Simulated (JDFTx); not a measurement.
## MgSe under changes of volume

One of the cells (20.246 Å³/atom); the others are scaled copies at fixed shape and fractional positions:

```xyz
2
Lattice="0.0000 2.7255 2.7255 2.7255 0.0000 2.7255 2.7255 2.7255 0.0000" Properties=species:S:1:pos:R:3 pbc="T T T"
Se    2.7255    2.7255    2.7255
Mg    0.0000    0.0000    0.0000
```

```yaml
Program: JDFTx 1.7.0 (patched build)
Functional: PBEsol
Potentials_or_basis: PseudoDojo-SR-PBEsol-0.4.1-standard with smoothed tails
Cutoff: 1170 eV
Density_cutoff: 9361 eV
k_mesh: 8 × 8 × 8
Occupations: fermi-dirac, width 0.05 eV
Spin: no spin polarisation
```

```tsv
volume (Å³/atom)	energy over the lowest point (meV/atom)	pressure (GPa)	gap on the mesh (eV)
19.031	?	?	?
19.436	7.03	2.9	1.84
19.841	1.70	1.4	1.80
20.246	0.00	0.0	1.77
20.651	1.57	-1.2	1.74
21.056	6.10	-2.4	1.71
21.461	13.31	-3.4	1.68
```

Problem. What does the run at 19.031 Å³/atom give?

Solution. Energy over the lowest point 16.40 meV/atom; pressure 4.5 GPa; gap on the mesh 1.87 eV.

Worked out: A Birch-Murnaghan fit of order 3 (a polynomial in V^(-2/3)) to the other rows has its minimum at 20.25 Å³/atom with B0 = V·E''(V) = 65 GPa and B' = 4.1. It gives 16.37 meV/atom at 19.031 Å³/atom, against the run's 16.40, and -dE/dV = 4.5 GPa, against 4.5. A straight line through the other rows of the gap, of slope -1.59 eV per unit of ln V, extrapolates to 1.87 eV, against the run's 1.87.

Energies are extrapolated to zero smearing.

A mesh can miss the band edges. Spin-orbit coupling on Se is left out.
